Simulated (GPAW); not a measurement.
# CdS (Greenockite) (P6_3mc) in GPAW: single point with LDA

Aim: the single point of CdS (Greenockite) with LDA.

Everything below comes from runs of GPAW 26.7.0. Logs are shortened: lines on timing, memory, paths and dates and some standing lists are left out, and cuts for length are marked. The log counts tension as positive stress, the text compression.

**The experiment to reproduce.**

“Isotope dependence of band-gap energy”, 2008, arxiv:0807.2152 quotes, for a bulk crystal of CdS: band gap 2.5809 ± 0.0002 eV.

The runs below are set against these values where they give the same quantity.

### Step 1. The crystal as given

The structure is hexagonal, space group P6_3mc (No. 186). Conventional cell: a = 4.150 Å, b = 4.150 Å, c = 6.737 Å, α = 90.00°, β = 90.00°, γ = 120.00°. Around Cd (site symmetry 3m) lie 4 S at 2.53 to 2.54 Å. S (site symmetry 3m) is surrounded by 4 Cd at 2.53 to 2.54 Å.

### Step 2. Single point, LDA

The input, run.py:

```python
from ase.dft.bandgap import bandgap
from ase.io import read, write
from ase.units import GPa
from gpaw import GPAW, PW

atoms = read('CdS.xyz')

calc = GPAW(mode=PW(450),
            xc='LDA',
            kpts={'size': (6, 6, 3), 'gamma': True},
            occupations={'name': 'fermi-dirac', 'width': 0.05},
            nbands=31,
            maxiter=120,
            txt='gpaw.txt')
atoms.calc = calc
energy = atoms.get_potential_energy()
forces = atoms.get_forces()
stress = atoms.get_stress()
calc.write('gs.gpw')
write('result.traj', atoms)
print(f'Energy: {energy:.6f} eV')
print('Forces (eV/A):')
print(forces.round(4))
print('Stress (GPa):', (stress / GPa).round(3))
print('Fermi level:', round(calc.get_fermi_level(), 4), 'eV')
print(f'Gap: {bandgap(calc)[0]:.4f} eV, direct: {bandgap(calc, direct=True)[0]:.4f} eV')
```

The input, CdS.xyz:

```xyz
4
Lattice="4.1500000000 0.0000000000 0.0000000000 -2.0750000000 3.5940054257 0.0000000000 0.0000000000 0.0000000000 6.7370000000" Properties=species:S:1:pos:R:3 pbc="T T T"
Cd     2.0750000002      1.1980018084      3.3685000000
Cd    -0.0000000002      2.3960036173      0.0000000000
S      2.0750000002      1.1980018084      5.8948750000
S     -0.0000000002      2.3960036173      2.5263750000
```

Potentials or basis: the program's PAW data sets (release 1.2.1) made for this functional, pw.

Launch:

```
> OMP_NUM_THREADS=1 python run.py
```

gpaw.txt:

```text
__  _  _
 | _ |_)|_||  |
 |__||  | ||/\| - 26.7.0

Input parameters:
  mode=PW(ecut=450.00000000000006),
  kpts=MonkhorstPack(size=(6, 6, 3), gamma=True),
  maxiter=120,
  nbands=31,
  occupations=Occupations(name='fermi-dirac', width=0.05),
  xc=XC(name='LDA')

Diagonalizing LCAO Hamiltonian
Converting LCAO to pw mode

            S

            Cd
        S

        Cd

Atoms  # Å, Bohr magnetons
|   | symbol |         x |        y |        z |    initial magnetic moments |
|---|--------|-----------|----------|----------|-----------------------------|
| 0 |     Cd |  2.075000 | 1.198002 | 3.368500 | ( 0.0000,  0.0000,  0.0000) |
| 1 |     Cd | -0.000000 | 2.396004 | 0.000000 | ( 0.0000,  0.0000,  0.0000) |
| 2 |      S |  2.075000 | 1.198002 | 5.894875 | ( 0.0000,  0.0000,  0.0000) |
| 3 |      S | -0.000000 | 2.396004 | 2.526375 | ( 0.0000,  0.0000,  0.0000) |

Unit cell  # Å
| periodic |         x |        y |        z |  lengths |     angles |
|----------|-----------|----------|----------|----------|------------|
|      yes |  4.150000 | 0.000000 | 0.000000 | 4.150000 |  90.000000 |
|      yes | -2.075000 | 3.594005 | 0.000000 | 4.150000 |  90.000000 |
|      yes |  0.000000 | 0.000000 | 6.737000 | 6.737000 | 120.000000 |

Number of symmetries: 6
Symmetry operations  # r_c * U_cc + t_c -> r_c
|   | kind |            matrix            |
|---|------|------------------------------|
| 0 |  σ   |  1, 1, 0,  0,-1, 0,  0, 0, 1 |
| 1 |  E   |  1, 0, 0,  0, 1, 0,  0, 0, 1 |
| 2 |  C3  |  0, 1, 0, -1,-1, 0,  0, 0, 1 |
| 3 |  σ   |  0,-1, 0, -1, 0, 0,  0, 0, 1 |
| 4 |  σ   | -1, 0, 0,  1, 1, 0,  0, 0, 1 |
| 5 |  C3  | -1,-1, 0,  1, 0, 0,  0, 0, 1 |

BZ-sampling:
  Number of BZ points: 108
  Number of IBZ points: 17

  Monkhorst-Pack size: [6, 6, 3]
  Monkhorst-Pack shift: [0.08333333333333333, 0.08333333333333333, 0.0]

K-points  # in reciprocal-cell coordinates
|     |                                coordinates |     weight |
|-----|--------------------------------------------|------------|
|   0 | (  0.00000000,   0.00000000,   0.00000000) | 0.00925926 |
|   1 | (  0.00000000,   0.00000000,   0.33333333) | 0.01851852 |
|   2 | (  0.16666667,   0.00000000,  -0.33333333) | 0.05555556 |
|   3 | (  0.16666667,   0.00000000,   0.00000000) | 0.05555556 |
|   4 | (  0.16666667,   0.00000000,   0.33333333) | 0.05555556 |
|   5 | (  0.33333333,  -0.16666667,   0.00000000) | 0.05555556 |
|   6 | (  0.33333333,  -0.16666667,   0.33333333) | 0.11111111 |
|   7 | (  0.33333333,   0.00000000,  -0.33333333) | 0.05555556 |
|   8 | (  0.33333333,   0.00000000,   0.00000000) | 0.05555556 |
|   9 | (  0.33333333,   0.00000000,   0.33333333) | 0.05555556 |
| ... |                                            |            |
|  16 | (  0.50000000,   0.50000000,   0.33333333) | 0.05555556 |

Plane wave coefficients: 2190
Cutoff: 450.00000000000006 eV

Spin-components: 1 (collinear spins)
Bands:           31
Projectors:      22
Spin-degeneracy: 2
Datatype:        complex128

Parallelization:
  kpt:    1
  domain: 1
  band:   1

Density:
  Valence electrons: 36.0
  Components: 1
  Grid points: [21 21 35]
  Charge: 0.0  # |e|

Potential:
  Grid points: [21 21 35]

species:
  Cd:
    name:    Cadmium
    Z:       48.0
    valence: 12
    core:    36
    charge:  0.0  # [|e|]
    compensation charges:
      type: gauss
      rc: 0.38  # [Å]
      lmax: 2
    cutoffs:
      filter: 2.12  # [Å]
      core: 2.62  # [Å]
    projectors
    | kind |    occ | energy [eV] | rcut [Å] |
    |------|--------|-------------|----------|
    |   5s |  2.000 |      -5.950 |    1.191 |
    |   5p |  0.000 |      -1.328 |    1.228 |
    |   4d | 10.000 |     -11.904 |    1.164 |
    |    s |        |      21.261 |    1.191 |
    |    p |        |      25.883 |    1.228 |
    |    d |        |      15.307 |    1.164 |

    Using partial waves for Cd as LCAO basis

  S:
    name:    Sulfur
    Z:       16.0
    valence: 6
    core:    10
    charge:  0.0  # [|e|]
    compensation charges:
      type: gauss
      rc: 0.24  # [Å]
      lmax: 2
    cutoffs:
      filter: 1.77  # [Å]
      core: 1.66  # [Å]
    projectors
    | kind |    occ | energy [eV] | rcut [Å] |
    |------|--------|-------------|----------|
    |   3s |  2.000 |     -17.278 |    0.974 |
    |   3p |  4.000 |      -7.106 |    0.979 |
    |    s |        |       9.933 |    0.974 |
    |    p |        |      20.105 |    0.979 |
    |    d |        |       0.000 |    0.900 |

    Using partial waves for S as LCAO basis

Reference energy: -325721.101191  # eV

eigensolver:
  PPCG
  Converge bands: occupied
  niter=2

density mixing:
  MSR1-Mixer
  Pratt-step length: 0.05
  Maximum mixing coefficient: 0.75
  Old densities: 10
  SVD Regularization: 0.005
  Good broyden scale: 1.0
  Trust region scale: 1.0
  Backstep threshold: 4.0
  History deletion threshold: 6.0
  Fourier metric: weight=20.0, sigma=0.015

occupation numbers:
  Fermi-Dirac:
    width: 0.0500  # eV

poisson solver:
  ecut: 3600.0000000000005  # eV

xc functional:
  name: None

convergence criteria:
- Maximum [total energy] change in last 3 cyles: 0.0005 eV / valence electron
- Maximum integral of absolute [dens]ity change: 0.0001 electrons / valence electron
- Maximum integral of absolute [eigenst]ate change: 4e-08 eV^2 / valence electron
maximum number of iterations: 120

SCF iterations
|iter     | |      energy | eigst |  dens |
|---------|-|-------------|-------|-------|
|iter:   1| |  -16.077862 | -0.44 |       |
|iter:   2| |  -15.871084 | -2.13 | -1.15 |
|iter:   3| |  -15.133150 | -1.44 | -1.19 |
|iter:   4| |  -15.117754 | -3.38 | -1.73 |
|iter:   5| |  -15.114609 | -3.69 | -2.19 |
|iter:   6| |  -15.114593c| -5.20 | -2.93 |
|iter:   7| |  -15.114597c| -6.39 | -3.56 |
|iter:   8| |  -15.114596c| -7.14 | -4.20c|
|iter:   9| |  -15.114596c| -8.02c| -4.96c|

Converged in 9 steps
Energy contributions relative to reference atoms: (reference = -325721.101191)

Energy contributions:
  Kinetic:          27.143181
  Coulomb:         -24.853333
  Zero:              0.227285
  External:          0.000000
  Xc:              -17.631727
  Entropy:          -0.000004
  Spinorbit:         0.000000
  ----------------------------
  Free energy:     -15.114598
  Extrapolated:    -15.114596

dipole moment: (-0.000011, -0.000015, -19.088438)  # |e|*Ang

Fermi level: 3.662
Eigenvalues  # (at kpt = [0.000, 0.000, 0.000])
| band index |      eig [eV] | occ [0-2] |
|------------|---------------|-----------|
|          0 |        -9.123 |     2.000 |
|        ... |               |           |
|         10 |        -3.959 |     2.000 |
|         11 |        -3.624 |     2.000 |
|         12 |        -1.275 |     2.000 |
|         13 |         2.408 |     2.000 |
|         14 |         2.408 |     2.000 |
|         15 |         3.143 |     2.000 |
[... 8 lines left out ...]
|         24 |        10.551 |     0.000 |
|         25 |        10.591 |     0.000 |
|        ... |               |           |
|         30 |        14.592 |     0.000 |

Gap: 0.894 eV
Transition (v -> c):
  (s=0, k=0, n=17, [0.00, 0.00, 0.00]) -> (s=0, k=0, n=18, [0.00, 0.00, 0.00])
No difference between direct/indirect transitions

Forces  # eV/Ang
|        x |       y |        z |
|----------|---------|----------|
| -0.00000 | 0.00000 | -0.06004 |  # Cd   0
|  0.00000 | 0.00000 | -0.06048 |  # Cd   1
|  0.00000 | 0.00000 |  0.06010 |  # S    2
|  0.00000 | 0.00000 |  0.06018 |  # S    3

Stress tensor  # eV/Ang^3
|         x |        y |         z |
|-----------|----------|-----------|
|  0.027595 | 0.000000 | -0.000000 |
|  0.000000 | 0.027595 |  0.000000 |
| -0.000000 | 0.000000 |  0.024003 |

# Writing to gs.gpw (mode='')
```

stdout:

```text
Energy: -15.114596 eV
Forces (eV/A):
[[-0.      0.     -0.06  ]
 [ 0.      0.     -0.0605]
 [ 0.      0.      0.0601]
 [ 0.      0.      0.0602]]
Stress (GPa): [ 4.421  4.421  3.846  0.    -0.     0.   ]
Fermi level: 3.6621 eV
Gap: 0.8935 eV, direct: 0.8935 eV
```

Run time: 14 s. Hardware: 1 thread of AMD EPYC 9B14 (Zen 4), shared host; peak memory 0.18 GiB.

Results:

```
Free energy            : -15.1146 eV
Pressure               : -4.2 GPa
Largest force          : 0.060 eV/Å
Band gap on the k mesh : 0.89 eV, direct
```

Forces on the atoms (eV/Å):
```
Cd   0.000  0.000 -0.060
Cd   0.000  0.000 -0.060
S    0.000  0.000  0.060
S    0.000  0.000  0.060
```

Stress tensor (GPa, compression positive):
```
-4.42  0.00  0.00
 0.00 -4.42  0.00
 0.00  0.00 -3.85
```

Caveat: the cutoff is short for stress and forces, so pressures can be off by a GPa or more.

### Step 3. How close it comes

Step 2. Against the measured gap of CdS, 2.5809 eV (quoted in “Isotope dependence of band-gap energy”, 2008, arxiv:0807.2152), the calculated 0.89 eV is off by -1.69 eV. So large a miss can be the level of theory's own, or it may mean another phase, state or a wrong row. Spin-orbit coupling on Cd is left out. The value is that of LDA, without temperature or zero-point motion. Semilocal functionals fall short of measured gaps as a rule.
